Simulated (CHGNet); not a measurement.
**Rutile GeO2**

All values below come from the machine-learned potential CHGNet 0.3.0 (trained on PBE and PBE+U data).

Cell: relaxed at this level.

```
Property              Result
-------------------  -------
lattice parameter a  4.485 Å
c axis length        2.906 Å
```

Measured, for comparison: lattice constant a 4.397 Å (temperature not stated, no zero-point or thermal correction; as tabulated in Saito and Ono (2011), arXiv:1008.4998); lattice parameter c 2.862 Å (room temperature, no zero-point or thermal correction; as tabulated in Hiroi (2015), arXiv:1503.02262). Computed (rounded) less measured: lattice constant a +2.0 %, lattice parameter c +1.5 %.

A machine-learned potential is trained on density-functional data: it inherits that level's misses and adds fitting errors of its own.

Note: this model's volume lies 6 % above that of the starting cell (a measured, published or database cell).
